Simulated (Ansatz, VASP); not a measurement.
# Two plane-wave programs on AlN

```
Al N
1.0
     3.06730    0.00000    0.00000
    -1.53365    2.65636    0.00000
     0.00000    0.00000    4.61560
Al N
2 2
Direct
  0.33333 0.66667 0.99281
  0.66667 0.33333 0.49281
  0.33333 0.66667 0.39219
  0.66667 0.33333 0.89219
```

Alike in both runs: functional PBE; k mesh 9 × 9 × 6; occupations gaussian, width 0.05 eV; no spin polarisation.

Ansatz relaxed the structure, and its values are those at the end. VASP's run is a single point on that final structure, the one shown.

```csv
,VASP,Ansatz
version,VASP 6.6.1,Ansatz 0.2.0
potentials or method,"VASP PAW PBE potentials, release 64 (Al, N)","scalar-relativistic, plane waves, PAW"
plane-wave cutoff (eV),520,520
valence electrons in the cell,16,16
```

Ansatz gave:

| Property | Result |
| --- | --- |
| gap on the k mesh at the Fermi level (eV) | 4.66 |
| least direct gap on the mesh (eV) | 4.66 |

Which values does VASP return?

gap on the k mesh at the Fermi level (eV): 4.68; least direct gap on the mesh (eV): 4.68.

Ansatz warned: «stress_scf_threshold_loose».

Caveats: an odd mesh through Γ misses points on the zone boundary, where band edges often lie. A hybrid or GW would open this gap; PBE tends to underestimate it.
